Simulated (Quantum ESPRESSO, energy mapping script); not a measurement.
**MnS (Browneite): exchange couplings from total energies**

Aim: the exchange couplings of MnS (Browneite) from the energies of a few collinear orders, and the ordering temperature that they give.

Main program and level: Quantum ESPRESSO 7.5; PBE with U = 4 eV on Mn d, ortho-atomic projectors; plane waves, U on orthogonalised atomic orbitals unless named otherwise, collinear spin, no spin–orbit coupling.

Report form: the programs' logs are mostly left out.

### 1. Starting point

It takes space group F-43m (No. 216, cubic). Conventional cell: a = 5.600 Å, b = 5.600 Å, c = 5.600 Å, α = 90.00°, β = 90.00°, γ = 90.00°. Nearest to Mn lie 4 S at 2.42 Å. S has 4 Mn at 2.42 Å nearest. Farther neighbours and most contacts between anions are not listed.

A Hubbard U penalises fractional filling of the shell. It raises the cost of virtual hops to the neighbours, so couplings that rest on such hops usually weaken. These runs use Quantum ESPRESSO.

### 2. Run 1 (parallel; cell A, 4 atoms)

The parallel order is the zero of energy for this cell and mesh.

The potential files are GBRV's for PBE; pw.x takes the functional from them.

Contents of pw.in:

```
&control
  calculation = 'scf'
  prefix = 'pw'
  outdir = './tmp/'
  pseudo_dir = './pseudo/'
  verbosity = 'low'
/
&system
  ibrav = 0
  nat = 4
  ntyp = 2
  ecutwfc = 45
  ecutrho = 360
  nbnd = 38
  occupations = 'smearing'
  smearing = 'fd'
  degauss = 0.00367493
  nspin = 2
  starting_magnetization(1) = 0.3000
/
&electrons
  conv_thr = 1.0e-08
  electron_maxstep = 120
  mixing_beta = 0.3
  mixing_mode = 'plain'
/
ATOMIC_SPECIES
  Mn 54.9380 Mn.upf
  S 32.0600 S.upf
CELL_PARAMETERS angstrom
  0.00000000 -2.80000000 -2.80000000
  0.00000000 2.80000000 -2.80000000
  5.60000000 0.00000000 0.00000000
ATOMIC_POSITIONS crystal
  Mn 0.50000000 0.50000000 0.50000000
  Mn 0.00000000 0.00000000 0.00000000
  S 0.00000000 0.50000000 0.75000000
  S 0.50000000 0.00000000 0.25000000
K_POINTS automatic
  5 5 4 0 0 0
HUBBARD {ortho-atomic}
U Mn-3d 4
```

Command:

```sh
OMP_NUM_THREADS=1 mpirun -n 4 pw.x -nk 4 -in pw.in > pw.out
```

Run time: 21 s. Hardware: 4 MPI ranks of Arm Neoverse V1, shared host; peak memory 0.46 GiB; 85 s of CPU time.

Spin moment in the sphere by atom:

| atom | spin moment in the sphere (μB) |
| --- | --- |
| Mn1 | 4.36 |
| Mn2 | 4.36 |
| S3 | 0.05 |
| S4 | 0.05 |

The run ends ferromagnetic.

### 3. Compensated +− start in cell A (4 atoms)

This order reverses 8 of the 12 neighbours at 3.96 Å, 0 of the 6 neighbours at 5.60 Å and 16 of the 24 neighbours at 6.86 Å, counted for an average magnetic atom.

Edit pw.in of step 2 so:

```diff
@@ -10,6 +10,6 @@
   nat = 4
-  ntyp = 2
+  ntyp = 3
   ecutwfc = 45
   ecutrho = 360
-  nbnd = 38
+  nbnd = 33
   occupations = 'smearing'
@@ -19,2 +19,3 @@
   starting_magnetization(1) = 0.3000
+  starting_magnetization(2) = -0.3000
 /
@@ -27,3 +28,4 @@
 ATOMIC_SPECIES
-  Mn 54.9380 Mn.upf
+  Mn1 54.9380 Mn.upf
+  Mn2 54.9380 Mn.upf
   S 32.0600 S.upf
@@ -34,4 +36,4 @@
 ATOMIC_POSITIONS crystal
-  Mn 0.50000000 0.50000000 0.50000000
-  Mn 0.00000000 0.00000000 0.00000000
+  Mn1 0.50000000 0.50000000 0.50000000
+  Mn2 0.00000000 0.00000000 0.00000000
   S 0.00000000 0.50000000 0.75000000
@@ -41,2 +43,3 @@
 HUBBARD {ortho-atomic}
-U Mn-3d 4
+U Mn1-3d 4
+U Mn2-3d 4
```

It took 24 s on 4 MPI ranks; peak memory 0.63 GiB; 97 s of CPU time.

Spin moment in the sphere by atom:

| atom | spin moment in the sphere (μB) |
| --- | --- |
| Mn1 | 4.29 |
| Mn2 | -4.29 |
| S3 | 0.00 |
| S4 | 0.00 |

The run ends antiferromagnetic, 104.08 meV a magnetic atom below the parallel order of its cell.

### 4. Parallel start in cell B (4 atoms)

The parallel order again, as the reference for this cell.

This run holds the same structure in another cell (c 5.600 → 6.859 Å, α 90.0 → 73.2°, β 90.0 → 73.2°, γ 90.0 → 60.0°).

Contents of pw.in:

```
&control
  calculation = 'scf'
  prefix = 'pw'
  outdir = './tmp/'
  pseudo_dir = './pseudo/'
  verbosity = 'low'
/
&system
  ibrav = 0
  nat = 4
  ntyp = 2
  ecutwfc = 45
  ecutrho = 360
  nbnd = 38
  occupations = 'smearing'
  smearing = 'fd'
  degauss = 0.00367493
  nspin = 2
  starting_magnetization(1) = 0.3000
/
&electrons
  conv_thr = 1.0e-08
  electron_maxstep = 120
  mixing_beta = 0.3
  mixing_mode = 'plain'
/
ATOMIC_SPECIES
  Mn 54.9380 Mn.upf
  S 32.0600 S.upf
CELL_PARAMETERS angstrom
  0.00000000 -2.80000000 -2.80000000
  -2.80000000 0.00000000 -2.80000000
  2.80000000 2.80000000 -5.60000000
ATOMIC_POSITIONS crystal
  Mn 0.50000000 0.50000000 0.50000000
  Mn 0.00000000 0.00000000 0.00000000
  S 0.12500000 0.12500000 0.62500000
  S 0.62500000 0.62500000 0.12500000
K_POINTS automatic
  6 6 6 0 0 0
HUBBARD {ortho-atomic}
U Mn-3d 4
```

Wall time 38 s (4 MPI ranks); peak memory 0.7 GiB; 2.5 min of CPU time.

The run ends ferromagnetic. For each magnetic atom its energy differs from the parallel run of the first cell by -0.99 meV, an error that one common reference would have brought in.

### 5. Compensated +− start in cell B (4 atoms)

This order reverses 6 of the 12 neighbours at 3.96 Å, 6 of the 6 neighbours at 5.60 Å and 12 of the 24 neighbours at 6.86 Å, counted for an average magnetic atom.

Edit pw.in of step 4 so:

```diff
@@ -10,6 +10,6 @@
   nat = 4
-  ntyp = 2
+  ntyp = 3
   ecutwfc = 45
   ecutrho = 360
-  nbnd = 38
+  nbnd = 33
   occupations = 'smearing'
@@ -19,2 +19,3 @@
   starting_magnetization(1) = 0.3000
+  starting_magnetization(2) = -0.3000
 /
@@ -27,3 +28,4 @@
 ATOMIC_SPECIES
-  Mn 54.9380 Mn.upf
+  Mn1 54.9380 Mn.upf
+  Mn2 54.9380 Mn.upf
   S 32.0600 S.upf
@@ -34,4 +36,4 @@
 ATOMIC_POSITIONS crystal
-  Mn 0.50000000 0.50000000 0.50000000
-  Mn 0.00000000 0.00000000 0.00000000
+  Mn1 0.50000000 0.50000000 0.50000000
+  Mn2 0.00000000 0.00000000 0.00000000
   S 0.12500000 0.12500000 0.62500000
@@ -41,2 +43,3 @@
 HUBBARD {ortho-atomic}
-U Mn-3d 4
+U Mn1-3d 4
+U Mn2-3d 4
```

Elapsed: 41 s, on 4 MPI ranks; peak memory 0.7 GiB.

The run ends antiferromagnetic, 80.04 meV a magnetic atom below the parallel order of its cell.

### 6. Order 5: parallel, cell C of 6 atoms

Contents of pw.in:

```
&control
  calculation = 'scf'
  prefix = 'pw'
  outdir = './tmp/'
  pseudo_dir = './pseudo/'
  verbosity = 'low'
/
&system
  ibrav = 0
  nat = 6
  ntyp = 2
  ecutwfc = 45
  ecutrho = 360
  nbnd = 54
  occupations = 'smearing'
  smearing = 'fd'
  degauss = 0.00367493
  nspin = 2
  starting_magnetization(1) = 0.3000
/
&electrons
  conv_thr = 1.5e-08
  electron_maxstep = 120
  mixing_beta = 0.3
  mixing_mode = 'plain'
/
ATOMIC_SPECIES
  Mn 54.9380 Mn.upf
  S 32.0600 S.upf
CELL_PARAMETERS angstrom
  0.00000000 -2.80000000 -2.80000000
  -5.60000000 0.00000000 0.00000000
  2.80000000 5.60000000 -2.80000000
ATOMIC_POSITIONS crystal
  Mn 0.66666667 0.66666667 0.33333333
  Mn 0.33333333 0.33333333 0.66666667
  Mn 0.00000000 0.00000000 0.00000000
  S 0.16666667 0.41666667 0.33333333
  S 0.83333333 0.08333333 0.66666667
  S 0.50000000 0.75000000 0.00000000
K_POINTS automatic
  6 6 6 0 0 0
HUBBARD {ortho-atomic}
U Mn-3d 4
```

Run time: 2.3 min. Hardware: 4 MPI ranks; peak memory 1.2 GiB.

The run ends ferromagnetic. For each magnetic atom its energy differs from the parallel run of the first cell by -1.40 meV, an error that one common reference would have brought in.

### 7. Uncompensated ++− start in cell C (6 atoms)

This order reverses 6.67 of the 12 neighbours at 3.96 Å, 2.67 of the 6 neighbours at 5.60 Å and 8 of the 24 neighbours at 6.86 Å, counted for an average magnetic atom.

Edit pw.in of step 6 so:

```diff
@@ -10,6 +10,6 @@
   nat = 6
-  ntyp = 2
+  ntyp = 3
   ecutwfc = 45
   ecutrho = 360
-  nbnd = 54
+  nbnd = 49
   occupations = 'smearing'
@@ -19,2 +19,3 @@
   starting_magnetization(1) = 0.3000
+  starting_magnetization(2) = -0.3000
 /
@@ -27,3 +28,4 @@
 ATOMIC_SPECIES
-  Mn 54.9380 Mn.upf
+  Mn1 54.9380 Mn.upf
+  Mn2 54.9380 Mn.upf
   S 32.0600 S.upf
@@ -34,5 +36,5 @@
 ATOMIC_POSITIONS crystal
-  Mn 0.66666667 0.66666667 0.33333333
-  Mn 0.33333333 0.33333333 0.66666667
-  Mn 0.00000000 0.00000000 0.00000000
+  Mn1 0.66666667 0.66666667 0.33333333
+  Mn1 0.33333333 0.33333333 0.66666667
+  Mn2 0.00000000 0.00000000 0.00000000
   S 0.16666667 0.41666667 0.33333333
@@ -43,2 +45,3 @@
 HUBBARD {ortho-atomic}
-U Mn-3d 4
+U Mn1-3d 4
+U Mn2-3d 4
```

Elapsed: 2.4 min, on 4 MPI ranks; peak memory 1.2 GiB.

The run ends ferrimagnetic, 88.63 meV a magnetic atom below the parallel order of its cell.

### 8. Parallel start in cell D (6 atoms)

A new cell needs its own zero of energy.

This run holds the same structure in another cell (b 5.600 → 3.960 Å, c 6.859 → 9.699 Å, α 114.1 → 90.0°, β 106.8 → 90.0°, γ 90.0 → 120.0°).

Contents of pw.in:

```
&control
  calculation = 'scf'
  prefix = 'pw'
  outdir = './tmp/'
  pseudo_dir = './pseudo/'
  verbosity = 'low'
/
&system
  ibrav = 0
  nat = 6
  ntyp = 2
  ecutwfc = 45
  ecutrho = 360
  nbnd = 54
  occupations = 'smearing'
  smearing = 'fd'
  degauss = 0.00367493
  nspin = 2
  starting_magnetization(1) = 0.3000
/
&electrons
  conv_thr = 1.5e-08
  electron_maxstep = 120
  mixing_beta = 0.3
  mixing_mode = 'plain'
/
ATOMIC_SPECIES
  Mn 54.9380 Mn.upf
  S 32.0600 S.upf
CELL_PARAMETERS angstrom
  0.00000000 2.80000000 2.80000000
  -2.80000000 0.00000000 -2.80000000
  -5.60000000 -5.60000000 5.60000000
ATOMIC_POSITIONS crystal
  Mn 0.00000000 0.00000000 0.00000000
  Mn 0.33333333 0.66666667 0.66666667
  Mn 0.66666667 0.33333333 0.33333333
  S 0.33333333 0.66666667 0.91666667
  S 0.66666667 0.33333333 0.58333333
  S 0.00000000 0.00000000 0.25000000
K_POINTS automatic
  6 6 3 0 0 0
HUBBARD {ortho-atomic}
U Mn-3d 4
```

The job ended after 57 s (4 MPI ranks; peak memory 0.9 GiB; 3.8 min of CPU time).

The run ends ferromagnetic. For each magnetic atom its energy differs from the parallel run of the first cell by -0.96 meV, an error that one common reference would have brought in.

### 9. Run 8 (uncompensated ++−; cell D, 6 atoms)

This order reverses 4 of the 12 neighbours at 3.96 Å, 4 of the 6 neighbours at 5.60 Å and 12 of the 24 neighbours at 6.86 Å, counted for an average magnetic atom.

Edit pw.in of step 8 so:

```diff
@@ -10,6 +10,6 @@
   nat = 6
-  ntyp = 2
+  ntyp = 3
   ecutwfc = 45
   ecutrho = 360
-  nbnd = 54
+  nbnd = 49
   occupations = 'smearing'
@@ -19,2 +19,3 @@
   starting_magnetization(1) = 0.3000
+  starting_magnetization(2) = -0.3000
 /
@@ -27,3 +28,4 @@
 ATOMIC_SPECIES
-  Mn 54.9380 Mn.upf
+  Mn1 54.9380 Mn.upf
+  Mn2 54.9380 Mn.upf
   S 32.0600 S.upf
@@ -34,5 +36,5 @@
 ATOMIC_POSITIONS crystal
-  Mn 0.00000000 0.00000000 0.00000000
-  Mn 0.33333333 0.66666667 0.66666667
-  Mn 0.66666667 0.33333333 0.33333333
+  Mn1 0.00000000 0.00000000 0.00000000
+  Mn1 0.33333333 0.66666667 0.66666667
+  Mn2 0.66666667 0.33333333 0.33333333
   S 0.33333333 0.66666667 0.91666667
@@ -43,2 +45,3 @@
 HUBBARD {ortho-atomic}
-U Mn-3d 4
+U Mn1-3d 4
+U Mn2-3d 4
```

The job ended after 53 s (4 MPI ranks; peak memory 0.95 GiB; 3.6 min of CPU time).

The run ends ferrimagnetic, 54.49 meV a magnetic atom below the parallel order of its cell.

### 10. Run 9 (parallel; cell E, 6 atoms)

This run holds the same structure in another cell (c 9.699 → 8.854 Å, α 90.0 → 102.9°, β 90.0 → 102.9°, γ 120.0 → 90.0°).

Contents of pw.in:

```
&control
  calculation = 'scf'
  prefix = 'pw'
  outdir = './tmp/'
  pseudo_dir = './pseudo/'
  verbosity = 'low'
/
&system
  ibrav = 0
  nat = 6
  ntyp = 2
  ecutwfc = 45
  ecutrho = 360
  nbnd = 54
  occupations = 'smearing'
  smearing = 'fd'
  degauss = 0.00367493
  nspin = 2
  starting_magnetization(1) = 0.3000
/
&electrons
  conv_thr = 1.5e-08
  electron_maxstep = 120
  mixing_beta = 0.3
  mixing_mode = 'plain'
/
ATOMIC_SPECIES
  Mn 54.9380 Mn.upf
  S 32.0600 S.upf
CELL_PARAMETERS angstrom
  0.00000000 2.80000000 2.80000000
  0.00000000 2.80000000 -2.80000000
  -8.40000000 -2.80000000 0.00000000
ATOMIC_POSITIONS crystal
  Mn 0.00000000 0.00000000 0.00000000
  Mn 0.33333333 0.33333333 0.66666667
  Mn 0.66666667 0.66666667 0.33333333
  S 0.41666667 0.91666667 0.83333333
  S 0.75000000 0.25000000 0.50000000
  S 0.08333333 0.58333333 0.16666667
K_POINTS automatic
  6 6 6 0 0 0
HUBBARD {ortho-atomic}
U Mn-3d 4
```

The job ended after 85 s (4 MPI ranks; peak memory 1 GiB; 5.6 min of CPU time).

The run ends ferromagnetic. For each magnetic atom its energy differs from the parallel run of the first cell by -1.21 meV, an error that one common reference would have brought in.

### 11. Run 10 (uncompensated ++−; cell E, 6 atoms)

This order reverses 5.33 of the 12 neighbours at 3.96 Å, 1.33 of the 6 neighbours at 5.60 Å and 16 of the 24 neighbours at 6.86 Å, counted for an average magnetic atom.

Edit pw.in of step 10 so:

```diff
@@ -10,6 +10,6 @@
   nat = 6
-  ntyp = 2
+  ntyp = 3
   ecutwfc = 45
   ecutrho = 360
-  nbnd = 54
+  nbnd = 49
   occupations = 'smearing'
@@ -19,2 +19,3 @@
   starting_magnetization(1) = 0.3000
+  starting_magnetization(2) = -0.3000
 /
@@ -27,3 +28,4 @@
 ATOMIC_SPECIES
-  Mn 54.9380 Mn.upf
+  Mn1 54.9380 Mn.upf
+  Mn2 54.9380 Mn.upf
   S 32.0600 S.upf
@@ -34,5 +36,5 @@
 ATOMIC_POSITIONS crystal
-  Mn 0.00000000 0.00000000 0.00000000
-  Mn 0.33333333 0.33333333 0.66666667
-  Mn 0.66666667 0.66666667 0.33333333
+  Mn1 0.00000000 0.00000000 0.00000000
+  Mn1 0.33333333 0.33333333 0.66666667
+  Mn2 0.66666667 0.66666667 0.33333333
   S 0.41666667 0.91666667 0.83333333
@@ -43,2 +45,3 @@
 HUBBARD {ortho-atomic}
-U Mn-3d 4
+U Mn1-3d 4
+U Mn2-3d 4
```

Run time: 95 s. Hardware: 4 MPI ranks; peak memory 1 GiB.

The run ends ferrimagnetic, 71.20 meV a magnetic atom below the parallel order of its cell.

### 12. The fit

Each energy difference is a sum of couplings weighted by the pairs that the order reverses. A few near shells are fitted to the differences by least squares. Energies are those extrapolated to zero occupation width, not the free energies F.

The orders that converged (zero: parallel moments in the same cell):

| order | atoms | energy (meV a magnetic atom) | moments (μB) | moments kept as typed | opposed neighbours at 3.96, 5.60, 6.86 Å |
| --- | --- | --- | --- | --- | --- |
| parallel in cell A | 4 | 0.00 | 4.36 | yes | 0, 0, 0 |
| compensated +− in cell A | 4 | -104.08 | 4.29 | yes | 8, 0, 16 |
| parallel in cell B | 4 | 0.00 | 4.36 | yes | 0, 0, 0 |
| compensated +− in cell B | 4 | -80.04 | 4.31 | yes | 6, 6, 12 |
| parallel in cell C | 6 | 0.00 | 4.36 | yes | 0, 0, 0 |
| uncompensated ++− in cell C | 6 | -88.63 | 4.27 to 4.32 | yes | 6.67, 2.67, 8 |
| parallel in cell D | 6 | 0.00 | 4.36 | yes | 0, 0, 0 |
| uncompensated ++− in cell D | 6 | -54.49 | 4.31 to 4.34 | yes | 4, 4, 12 |
| parallel in cell E | 6 | 0.00 | 4.36 | yes | 0, 0, 0 |
| uncompensated ++− in cell E | 6 | -71.20 | 4.29 to 4.33 | yes | 5.33, 1.33, 16 |

Couplings from the energies, with E = −Σ J e·e over ordered pairs:

| pair | distance (Å) | neighbours | J (meV) |
| --- | --- | --- | --- |
| Mn–Mn | 3.96 | 12 | -6.47 |
| Mn–Mn | 5.60 | 6 | -0.183 |
| Mn–Mn | 6.86 | 24 | -0.0373 |

Adding the shell at 7.92 Å gives -6.4, -0.17, -0.032 and -0.10 meV and a mean-field temperature of 198 K.

In mean field these couplings order at 195 K, and give a Curie–Weiss temperature of -616 K.

### 13. Ordering temperature by Monte Carlo

Mean field ignores fluctuations and overstates the ordering temperature, so the model is also sampled. The heat capacity peaks where order sets in.

Classical unit spins with these couplings on 8×8×4 copies of a cell that holds the lowest order (512 spins), heat-bath sweeps, cooled from random directions, 1009 sweeps to settle and 3027 measured at each temperature, averaged over 4 runs.

| T (K) | order along the lowest pattern | net moment | heat capacity (k_B a spin) |
| --- | --- | --- | --- |
| 23.4 | 0.19 | 0.01 | 1.03 |
| 40.0 | 0.26 | 0.01 | 1.08 |
| 65.0 | 0.19 | 0.01 | 1.71 |
| 81.6 | 0.11 | 0.01 | 1.08 |
| 98.2 | 0.09 | 0.01 | 0.86 |
| 123 | 0.08 | 0.02 | 0.65 |
| 140 | 0.07 | 0.02 | 0.57 |
| 156 | 0.07 | 0.02 | 0.50 |
| 173 | 0.07 | 0.02 | 0.43 |
| 198 | 0.06 | 0.02 | 0.36 |
| 215 | 0.06 | 0.02 | 0.32 |

The smoothed heat capacity peaks at 62.8 K. The order column follows one pattern alone; equivalent domains or another pattern share the rest.

### 14. Summary of results

```json
{
 "lowest order tried": "compensated +− in cell A",
 "largest fitted value, Mn–Mn at 3.96 Å": "-6.47 meV",
 "ordering temperature, mean field": "195 K",
 "heat-capacity peak, Monte Carlo": "62.8 K"
}
```

Of the orders tried, MnS (Browneite) prefers the order “compensated +− in cell A” under PBE+U (4 eV), QE, GBRV, with 8 of 12 neighbours at 3.96 Å, 0 of 6 neighbours at 5.60 Å and 16 of 24 neighbours at 6.86 Å opposed, and the heat capacity of the fitted model peaks near 63 K (Monte Carlo, classical spins). The model's best pattern is not among the orders that were run. The largest fitted coupling is the Mn–Mn pair at 3.96 Å, antiferromagnetic at -6.5 meV, across a ligand at about 109°. The orders also reverse pairs at 7.92 Å, which are not fitted, so the fitted values hold their part too. With 5 differences for 3 couplings the fit misses by 0.78 meV at most, a small part of the spread. In the fitted orders moments change by up to 2.2 % against the parallel run of the same cell, so their size stays put. Monte Carlo puts the peak at 0.32 of the mean-field temperature, low enough to point to frustration or weakly coupled layers or chains. In tests on simple cubic and body-centred models such peaks lay 5 to 6 % under the bulk value. On cooling, the order along the one computed pattern stays at or under 0.26: the model settles in an equivalent domain, a degenerate mixture or another order. The Curie–Weiss temperature is 9.8 times the peak temperature in size, a mark of frustration. The parallel order holds 5 μB a magnetic atom, spin 2.5; the common factor (S+1)/S would raise the classical 62.8 K to 87.9 K, a correction that often overshoots.

[Logs and program files are shortened in this print: banners, set-up blocks, solver, clock and traceback lines can be left out without a mark of their own.]

[Logs are printed without paths, hosts, clocks, repeated set-up lines and the standing remarks that a program may print on its own settings, such as how far it seeks lower states.]

[Hosts, paths, dates, database ids (printed as entryN), source tags and the programs' standing remarks are cut or masked in the printed files.]

[Where a cell is said to come from a database of computed structures, the database is the Materials Project.]
